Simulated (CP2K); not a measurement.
**GaN in CP2K: the effect of functional**

Crystal: GaN.

```xyz
2
Lattice="3.1869 0.0000 0.0000 1.5935 2.7600 0.0000 1.5935 0.9200 2.6021" Properties=species:S:1:pos:R:3 pbc="T T T"
Ga    0.0000    0.0000    0.0000
N     1.5935    0.9200    0.6505
```

The cell is a database's computed one.

Alike in all runs:

| Property | Result |
| --- | --- |
| Program | CP2K 2026.2 |
| Task | single point |
| Potentials or basis | POTENTIAL_UZH Ga GTH-PBE-q13, N GTH-PBE-q5; TZVP-MOLOPT-PBE-GTH basis |
| Density cutoff | 9184 eV |
| k mesh | 10 × 10 × 10 |
| Occupations | fermi-dirac, width 0.05 eV |
| Spin | no spin polarisation |

```csv
functional,gap on the mesh (eV),pressure (GPa)
PBE,?,?
LDA,1.52,-1.2
BEEF-vdW,1.84,8.3
vdW-DF-cx,1.60,3.3
AM05,1.62,1.7
M06-L,1.84,6.4
```

Task: What does the run with functional PBE give?

Result: gap on the mesh 1.69 eV; pressure 7.0 GPa.

Caveats: the basis of atomic orbitals isn't converged, which shifts pressures, moduli and gaps; the potentials were made for another functional, which shifts forces and pressure (some runs).

